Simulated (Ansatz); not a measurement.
The system is Cu2O (Cuprite).

```
Cu O
1.0
     4.26000    0.00000    0.00000
     0.00000    4.26000    0.00000
     0.00000    0.00000    4.26000
Cu O
4 2
Direct
  0.75000 0.25000 0.75000
  0.75000 0.75000 0.25000
  0.25000 0.75000 0.75000
  0.25000 0.25000 0.25000
  0.50000 0.50000 0.50000
  0.00000 0.00000 0.00000
```

Base run:

```yaml
Program: Ansatz 0.2.0
Functional: RPBE
Potentials_or_basis: Ansatz PAW
Cutoff: "420 eV (not typed: the program's choice for these potentials)"
k_mesh: 6 × 6 × 6
Occupations: fermi-dirac, width 0.05 eV
Spin: no spin polarisation
```

Its results: band gap on the k mesh 0.54 eV, direct; pressure 7.6 GPa.

Question: After a change of settings the same cell gave: band gap on the k mesh 0.53 eV, direct; pressure 3.2 GPa. Which change was it?
A. functional from RPBE to PBE
B. functional from RPBE to BLYP
C. functional from RPBE to revPBE

Answer: A.

PBE binds more tightly than RPBE, so the same cell stands under less pressure.

Caveats: the density of states is complete only up to the lowest level of the last band computed; the PAW data sets come from PBE, with cores solved anew for the run's functional, which leaves a small shift of forces and pressure (some runs).
